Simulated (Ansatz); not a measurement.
A (100) slab of AlN (P6_3mc (No. 186)), 10 planes, outer planes AlN (top) and AlN (bottom), with 20 atoms (Al10N10) in a surface cell of A = 15.708 Å², as cut from the bulk:

```
CELL_PARAMETERS angstrom
3.13021 0.00000 0.00000
0.00000 5.01804 0.00000
0.00000 0.00000 26.74697
ATOMIC_POSITIONS crystal
Al 0.00000 0.00077 0.28041
N 0.00000 0.61923 0.28041
Al 0.50000 0.50077 0.31419
N 0.50000 0.11923 0.31419
Al 0.50000 0.00077 0.38176
N 0.50000 0.61923 0.38176
Al 0.00000 0.50077 0.41554
N 0.00000 0.11923 0.41554
Al 0.00000 0.00077 0.48311
N 0.00000 0.61923 0.48311
Al 0.50000 0.50077 0.51689
N 0.50000 0.11923 0.51689
Al 0.50000 0.00077 0.58446
N 0.50000 0.61923 0.58446
Al 0.00000 0.50077 0.61824
N 0.00000 0.11923 0.61824
Al 0.00000 0.00077 0.68581
N 0.00000 0.61923 0.68581
Al 0.50000 0.50077 0.71959
N 0.50000 0.11923 0.71959
```

Level of theory: DFT PBE, scalar-relativistic, plane waves, PAW in Ansatz 0.2.0. Cutoff 420 eV; k points 9×6×1 on the computed 20-atom cell (Γ-centred); Gaussian smearing, width 0.05 eV; no spin polarisation.

Against the same 20 atoms in the bulk, the slab as cut lies 5.216 eV higher and the relaxed slab 4.174 eV higher.

**Question.** Work out the surface energy before and after relaxation.

**Answer.** The slab has two faces, so γ = (E_slab − N·E_bulk)/(2A), the mean of both. As cut: 5.216/(2 × 15.708) = 0.1660 eV/Å², and 1 eV/Å² = 16.02 J/m², so γ = 2.66 J/m². Relaxed: 4.174/(2 × 15.708) = 0.1329 eV/Å² = 2.13 J/m². Relaxation recovers 20 % of the cost of cutting.

**Question.** What is the ideal work of this cut, per area?

**Answer.** Griffith's ideal work is 2γ: 5.32 J/m² if the new faces stay rigid, 4.26 J/m² if they relax. Other cuts parallel to this plane can cost less. One thickness was run, 10 planes, so γ can still shift with it.